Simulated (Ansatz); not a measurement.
Set up this calculation in Ansatz 0.2.0, as the native input.

| Item | Value |
| --- | --- |
| Task | band structure |
| Functional | RPBE |
| Potentials or basis | Ansatz PAW |
| Cutoff | 420 eV (not typed: the program's choice for these potentials) |
| k mesh | 9 × 9 × 5 |
| Occupations | fermi-dirac, width 0.05 eV |
| Spin | no spin polarisation |
| Path | [["G", "M", "K", "G", "A", "L", "H", "A"], ["L", "M"], ["K", "H"]] |
| Points for each segment of the path | 14 |

The system is ZnO (zincite).

```
CELL_PARAMETERS angstrom
3.24931 0.00000 0.00000
-1.62465 2.81398 0.00000
0.00000 0.00000 5.20571
ATOMIC_POSITIONS crystal
Zn 0.66667 0.33333 0.00000
Zn 0.33333 0.66667 0.50000
O 0.33333 0.66667 0.87901
O 0.66667 0.33333 0.37901
```

These files were run (other wordings do the same):

input.yaml

```yaml
crystal:
  lattice:
    - [3.249308, 0.0, 0.0]
    - [-1.624654, 2.8139832727, 0.0]
    - [0.0, 0.0, 5.205709]
  atoms:
    - { symbol: Zn, position: [0.6666666667, 0.3333333333, 0.0] }
    - { symbol: Zn, position: [0.3333333333, 0.6666666667, 0.5] }
    - { symbol: O, position: [0.3333333333, 0.6666666667, 0.87901] }
    - { symbol: O, position: [0.6666666667, 0.3333333333, 0.37901] }
hamiltonian:
  xc: rpbe
  pseudopotentials: { kind: paw }
kpoints:
  mp_grid: { grid: [9, 9, 5] }
  band_path:
    path:
      - [[0.0, 0.0, 0.0], [0.5, 0.0, 0.0], [0.3333333333, 0.3333333333, 0.0], [0.0, 0.0, 0.0], [0.0, 0.0, 0.5], [0.5, 0.0, 0.5], [0.3333333333, 0.3333333333, 0.5], [0.0, 0.0, 0.5]]
      - [[0.5, 0.0, 0.5], [0.5, 0.0, 0.0]]
      - [[0.3333333333, 0.3333333333, 0.0], [0.3333333333, 0.3333333333, 0.5]]
    npoints: 14
scf:
  occupations: { method: fermi_dirac, width: 0.05 }
  n_extra_bands: 10
output:
  forces: true
  stress: true
  eigenvalues: true
  fatbands: true
```

Potentials or basis: Ansatz PAW.

Command:

```console
$ ansatz run input.yaml --threads 2 --pin off --max-ram 5632MiB --backend cpu --events-out ev --progress --plain --runs-dir out
```

Results of the run:

The pressure is 9.5 GPa. The largest force is 0.077 eV/Å. The band gap on the k mesh is 0.90 eV, direct. The band gap along the path is 0.90 eV, direct.

Caveat: the pressure holds a Pulay correction of +0.7 GPa for the finite cutoff; the PAW data sets come from PBE, with cores solved anew for the run's functional, which leaves a small shift of forces and pressure.

Run time: 15 s on 2 threads of Intel(R) Xeon(R) Processor @ 2.50GHz (Skylake/Cascade Lake), on a shared host, peak memory 0.38 GiB.
